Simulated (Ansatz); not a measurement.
What DFT gives for TiPbO3

```
CELL_PARAMETERS angstrom
3.97128 0.00000 0.00000
0.00000 3.97128 0.00000
0.00000 0.00000 7.94256
ATOMIC_POSITIONS crystal
Pb 0.00000 0.00000 0.00000
Pb 0.00000 0.00000 0.50000
Ti 0.50000 0.50000 0.25000
Ti 0.50000 0.50000 0.75000
O 0.00000 0.50000 0.25000
O 0.00000 0.50000 0.75000
O 0.50000 0.00000 0.25000
O 0.50000 0.00000 0.75000
O 0.50000 0.50000 0.00000
O 0.50000 0.50000 0.50000
```

Single point in Ansatz 0.2.0 with PBE, no spin polarisation. Cutoff 420 eV, PAW datasets, 7×7×4 Γ-centred k mesh, fermi-dirac filling (width 0.1 eV).

- Stress: The pressure is -0.6 GPa (compression positive), so with the atoms held at these fractions the cell would first shrink.
- Electronic structure: The gap is 1.66 eV, direct at the points sampled.
- Band edges: Within 0.7 eV of the edges, the states project mainly on O p (90 %) below the gap and on Ti d (88 %) above it.
- Contacts: Ti–O at 1.99 Å: least valence density 0.66 e/Å³ and ELF 0.21 there. Pb–O at 2.81 Å: least valence density 0.17 e/Å³ and ELF 0.10 there, a closed-shell (ionic or weak) contact. These are pseudo-fields; inside the PAW spheres they differ from the all-electron ones.

Origin: a database entry at a rescaled volume. Caveats: no spin-orbit coupling, which can shift this gap by tenths of an eV.
